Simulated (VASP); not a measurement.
Wanted: the native input for a VASP 6.6.1 run.

```
Task                   : single point
Functional             : LDA
Potentials or basis    : VASP PAW LDA potentials, release 64 (Li_sv, F)
Cutoff                 : 520 eV
k mesh                 : 10 × 10 × 10
Occupations            : gaussian, width 0.05 eV
Spin                   : no spin polarisation
Dipole correction      : no
Further INCAR settings : ALGO = Normal; EDIFF = 1e-06; NBANDS = 12
```

The structure of LiF lies in POSCAR:

```
LiF
1.0
    2.5595330000      0.0000000000      0.0000000000
    0.0000000000      2.5595330000      0.0000000000
    0.0000000000      0.0000000000      2.5595330000
Li F
1 1
Direct
    0.0000000000      0.0000000000      0.0000000000
    0.5000000000      0.5000000000      0.5000000000
```

Measurements of this composition are mostly on another form, of space group No. 225.

The input as run:

INCAR

```
  ALGO = Normal
  EDIFF = 1E-6
  ENCUT = 520
  GGA = CA
  ISIF = 2
  ISMEAR = 0
  LASPH = T
  LCHARG = F
  LREAL = F
  LWAVE = F
  NBANDS = 12
  NELM = 100
  PREC = Accurate
  SIGMA = 0.05
```

KPOINTS

```
k-points
0
Gamma
  10 10 10
```

Potentials or basis: VASP PAW LDA potentials, release 64 (Li_sv, F).

Launch:

```console
$ cat potpaw_LDA.64/Li_sv/POTCAR potpaw_LDA.64/F/POTCAR > POTCAR
$ mpirun -np 1 vasp_std > vasp.out
```

Results of the run:

* Band gap on the k mesh: 7.30 eV, indirect (least direct gap 7.99 eV)

Wall time 3.2 s on 1 thread of Intel(R) Xeon(R) 6975P-C (Granite Rapids), with other jobs on the host, peak memory 0.11 GiB.
